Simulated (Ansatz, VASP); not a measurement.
**Cu in VASP and in Ansatz**

```
Cu
1.0
    -1.47553    1.47553    1.37956
     1.47553   -1.47553    1.37956
     1.47553    1.47553   -1.37956
Cu
1
Direct
  0.00000 0.00000 0.00000
```

This isn't the form of Cu at room conditions, which is fcc.

Alike in both runs: functional PBE; k mesh 20 × 20 × 20; occupations gaussian, width 0.1 eV; no spin polarisation.

Ansatz relaxed the structure, and its values are those at the end. VASP's run is a single point on that final structure, the one shown.

```csv
,VASP,Ansatz
version,VASP 6.6.1,Ansatz 0.2.0
potentials or method,"VASP PAW PBE potentials, release 64 (Cu)","scalar-relativistic, plane waves, PAW"
plane-wave cutoff (eV),520,420
valence electrons in the cell,11,19
```

Ansatz gave:

```
gap on the k mesh at the Fermi level (eV) : none
pressure (GPa)                            : 0.0
```

Question: Estimate VASP's values.

Answer: gap on the k mesh at the Fermi level (eV): none; pressure (GPa): 0.5.

A gap of «none» marks a metal or a gap that the smearing closes. The two sets of potentials don't hold the same shells in valence.
